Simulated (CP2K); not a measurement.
Runs of CP2K 2026.2 on W. The structure is cubic, space group Im-3m (No. 229). The conventional cell has a = 3.165 Å, b = 3.165 Å, c = 3.165 Å, α = 90.00°, β = 90.00°, γ = 90.00°. W (site symmetry m-3m) has 8 W at 2.74 Å as nearest neighbours. 

```csv
level,potentials or basis,smearing,EPS_DEFAULT,NGRIDS,basis sets,potentials,points a segment of the path (NPOINTS),gap on the mesh (eV),pressure (GPa)
r2SCAN,POTENTIAL_UZH W GTH-SCAN-q14; TZVP-MOLOPT-SCAN-GTH basis,fermi-dirac 0.1 eV,1.0E-9,5,W TZVP-MOLOPT-SCAN-GTH-q14,W GTH-SCAN-q14 of POTENTIAL_UZH,8,none,-4.1
TB-mBJ,POTENTIAL_UZH W GTH-PBE-q14; TZVP-MOLOPT-PBE-GTH basis,fermi-dirac 0.0259 eV,1.0E-10,4,W TZVP-MOLOPT-PBE-GTH-q14,W GTH-PBE-q14 of POTENTIAL_UZH,10,none,-
PBEsol,POTENTIAL_UZH W GTH-PBE-q14; TZVP-MOLOPT-PBE-GTH basis,fermi-dirac 0.0259 eV,1.0E-9,4,W TZVP-MOLOPT-PBE-GTH-q14,W GTH-PBE-q14 of POTENTIAL_UZH,6,none,-3.2
LDA,GTH_POTENTIALS W GTH-PADE-q14; TZVP-MOLOPT-PBE-GTH basis,fermi-dirac 0.0259 eV,1.0E-9,5,W TZVP-MOLOPT-PBE-GTH-q14,W GTH-PADE-q14 of GTH_POTENTIALS,6,none,-67.8
PBE,POTENTIAL_UZH W GTH-PBE-q14; TZVP-MOLOPT-PBE-GTH basis,fermi-dirac 0.01 eV,1.0E-9,5,W TZVP-MOLOPT-PBE-GTH-q14,W GTH-PBE-q14 of POTENTIAL_UZH,8,none,(a)
PBE,POTENTIAL_UZH W GTH-PBE-q14; TZVP-MOLOPT-PBE-GTH basis,fermi-dirac 0.05 eV,1.0E-9,4,W TZVP-MOLOPT-PBE-GTH-q14,W GTH-PBE-q14 of POTENTIAL_UZH,10,none,3.6
```

Alike in all rows: task band structure; no spin polarisation; cell as given; k mesh 12 × 12 × 12.

Question: Estimate the missing entries.

Answer: (a) 3.8.

Caveats: spin-orbit coupling is left out, which moves the levels of the heavy elements; the basis of atomic orbitals isn't converged, which shifts pressures, moduli and gaps; the potentials were made for another functional, which shifts forces and pressure (some runs); this is a model potential without an energy functional, so only levels have meaning (some runs); a pressure of tens of GPa on the cell as given is suspect, and the run, the potentials or the cell itself is likely at fault (some runs); the real-space grid breaks the cell's symmetry a little (some runs).

A k mesh can miss the band edges, and the runs leave out spin-orbit coupling on W.

A gap of «none» marks a metal or a gap under the smearing width.
